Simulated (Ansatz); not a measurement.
Rocksalt AlN, relaxed with r2SCAN in the PAW code Ansatz: it is cubic, Fm-3m (No. 225); conventional cell a = 4.038 Å, 8.23 Å³ an atom. Al has 6 N at 2.02 Å; N has 6 Al at 2.02 Å. It was then strained (epitaxial in the xy plane), atoms relaxed again within the symmetry left. Unstrained, HSE06 gives 6.083 eV (Γ → X, 8×8×8 mesh), and the band edges keep their places in every row. The normal direction was relaxed to zero stress. Only one sign of strain is shown, since it lowers the symmetry, and equivalent edge states can then move with another slope on the other side. Stress is positive in compression. (Calculated; spin-unpolarised; the phase may be known or hypothetical.)

Axes as in this cell:
```xyz
2
Lattice="0.0000 2.0189 2.0189 2.0189 0.0000 2.0189 2.0189 2.0189 0.0000" Properties=species:S:1:pos:R:3 pbc="T T T"
Al    0.0000    0.0000    0.0000
N     2.0189    2.0189    2.0189
```

```
strain (%)        ε  ΔE_g, HSE06 (eV)  Δσ_xx, r2SCAN (GPa)
      +0.5  +0.0050            -0.147                -2.46
      +1.5  +0.0150            -0.424                -6.93
     +4.11  +0.0411            -1.047               -16.12
```

Q: Fit ΔE_g = a x + b x² to these rows by least squares, with x = ε.

A: The normal equations take Σx² = 1.939e-03, Σx³ = 7.293e-05, Σx⁴ = 2.905e-06, ΣxΔE = -5.013e-02 and Σx²ΔE = -1.868e-03, and give a = -29.88 eV, b = +107.3 eV; the largest residual is 0.000 eV.

Q: Fit the change of σ_xx in the same way.

A: Δσ_xx = -502.8 x + (2690) x² GPa. The slope, 503 GPa, is the biaxial modulus of the film.

Q: Predict the withheld row at +2.0 % (x = +0.0200).

A: ΔE_g ≈ -29.88 × (+0.0200) + (107.3) × (+0.0200)² = -0.555 eV, and Δσ_xx ≈ -8.98 GPa. The runs give -0.554 eV and -8.95 GPa, off by +0.001 eV and +0.03 GPa.
